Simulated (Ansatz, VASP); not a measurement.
ZnSe (Stilleite) in VASP and in Ansatz

```
CELL_PARAMETERS angstrom
0.00000 2.81357 2.81357
2.81357 0.00000 2.81357
2.81357 2.81357 0.00000
ATOMIC_POSITIONS crystal
Zn 0.00000 0.00000 0.00000
Se 0.25000 0.25000 0.25000
```

Alike in both runs: functional revPBE; dispersion D3(BJ); k mesh 7 × 7 × 7; no spin polarisation.

Ansatz relaxed the structure, and its values are those at the end. VASP's run is a single point on that final structure, the one shown.

|  | VASP | Ansatz |
| --- | --- | --- |
| version | VASP 6.6.1 | Ansatz 0.2.0 |
| potentials or method | VASP PAW PBE potentials, release 64 (Zn, Se) | plane waves, PAW |
| plane-wave cutoff (eV) | 520 | 420 |
| occupations | gaussian, width 0.01 eV | fixed |
| valence electrons in the cell | 18 | 28 |

```csv
,VASP,Ansatz,Ansatz less VASP
pressure (GPa),0.3,0.0,-0.26
dispersion energy (meV/atom),-642.2,-642.3,-0.07
```

The two sets of potentials don't hold the same shells in valence.

Caveats: the PAW data sets were made with another functional, which shifts forces and pressure a little (VASP).
